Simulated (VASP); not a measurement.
Method: PBEsol GGA, VASP's PBE PAW potentials (set 64) (plane waves; VASP 6.6.1).

The input files of a VASP run:

INCAR:
```
# general
SYSTEM = MgF2
PREC   = Accurate
ENCUT  = 400   # plane-wave cut-off (eV)
LREAL  = .False.   # projection in real space or not
LASPH  = .True.

# electronic loop
EDIFF  = 1E-6   # SCF stop (eV)
NELM   = 100   # most electronic steps
ALGO   = Normal   # blocked Davidson

# smearing
ISMEAR = -1   # Fermi-Dirac
SIGMA  = 0.02

# functional
GGA    = PS   # PBEsol

# ions
ISIF   = 2

# output
LWAVE  = .False.
LCHARG = .False.
```

**POSCAR**
```
MgF2
1
    4.6152000000     0.0000000000     0.0000000000
    0.0000000000     4.6152000000     0.0000000000
    0.0000000000     0.0000000000     3.0477800000
Mg F
2 4
Direct
  0.5095540000   0.4940210000   0.4941480000
 -0.0086830000   0.0031850000   0.0023140000
  0.6977760000   0.6983190000   0.0052040000
  0.3066100000   0.3057560000   0.0039110000
  0.8036370000   0.1970890000   0.4973350000
  0.1911070000   0.8016300000   0.4970900000
```

**KPOINTS**
```
Automatic mesh
0
gamma
 5 5 8
0.5 0.5 0.5
```

POTCAR, in this order: Mg F (PBE.64 set). Program: vasp_std.

What VASP printed:

### OSZICAR
```
       N       E                     dE             d eps       ncg     rms          rms(c)
DAV:   1     0.163857910557E+03    0.16386E+03   -0.16027E+04  4300   0.121E+03
DAV:   2    -0.270363664527E+02   -0.19089E+03   -0.18538E+03  5200   0.301E+02
DAV:   3    -0.346261739527E+02   -0.75898E+01   -0.75730E+01  4708   0.632E+01
DAV:   4    -0.346697279770E+02   -0.43554E-01   -0.43544E-01  4584   0.553E+00
DAV:   5    -0.346699941008E+02   -0.26612E-03   -0.26611E-03  4636   0.431E-01    0.860E+00
DAV:   6    -0.326412326156E+02    0.20288E+01   -0.79486E+00  4568   0.210E+01    0.310E+00
DAV:   7    -0.326273418222E+02    0.13891E-01   -0.87720E-02  4324   0.225E+00    0.191E+00
DAV:   8    -0.326376650077E+02   -0.10323E-01   -0.40120E-02  4572   0.237E+00    0.151E-01
DAV:   9    -0.326382106525E+02   -0.54564E-03   -0.16867E-03  4632   0.344E-01    0.735E-02
DAV:  10    -0.326385900808E+02   -0.37943E-03   -0.45601E-04  4556   0.172E-01    0.417E-02
DAV:  11    -0.326385588918E+02    0.31189E-04   -0.17106E-04  4560   0.104E-01    0.413E-03
DAV:  12    -0.326385595434E+02   -0.65160E-06   -0.44306E-06  4416   0.194E-02
   1 F= -.32638560E+02 E0= -.32638560E+02  d E =-.299113E-10
```

**OUTCAR**
```
------------------------ aborting loop because EDIFF is reached ----------------------------------------
  FORCE on cell =-STRESS in cart. coord.  units (eV):
  Direction    XX          YY          ZZ          XY          YZ          ZX
  --------------------------------------------------------------------------------------
  Total       -3.9941974     -3.9462218     -3.8271938     -0.0753320     -0.0020027     -0.0092212
  in kB      -98.5769642    -97.3929255    -94.4553087     -1.8591981     -0.0494269     -0.2275799
  external PRESSURE =     -96.8083995 kB  Pullay stress =       0.0000000 kB
  volume of cell :       64.92
      direct lattice vectors                 reciprocal lattice vectors
     4.615200000  0.000000000  0.000000000     0.216675334  0.000000000  0.000000000
     0.000000000  4.615200000  0.000000000     0.000000000  0.216675334  0.000000000
     0.000000000  0.000000000  3.047780000     0.000000000  0.000000000  0.328107672
 POSITION                                       TOTAL-FORCE (eV/Angst)
 -----------------------------------------------------------------------------------
      2.35169      2.28001      1.50605        -0.600209      0.483538      0.290369
      4.57513      0.01470      0.00705         0.623485     -0.182789     -0.142685
      3.22038      3.22288      0.01586        -0.064562     -0.071543     -0.198293
      1.41507      1.41113      0.01192        -0.123640     -0.212499     -0.175872
      3.70895      0.90961      1.51577         0.013753      0.007795      0.124170
      0.88200      3.69968      1.51502         0.151173     -0.024503      0.102311
 -----------------------------------------------------------------------------------
    total drift:                               -0.002337      0.000997     -0.001123
  FREE ENERGIE OF THE ION-ELECTRON SYSTEM (eV)
  ---------------------------------------------------
  free  energy   TOTEN  =       -32.6385595434 eV

  energy  without entropy=      -32.6385595434  energy(sigma->0) =      -32.63855954
```
(Selected blocks of OUTCAR.)

At this cut-off the stress carries a Pulay error, which pulls relaxed volumes low.

The structure comes from a computed database's MgF2 entry; how it stands against other phases isn't given here. The cell was not relaxed at this level, atoms are displaced from their ideal sites.
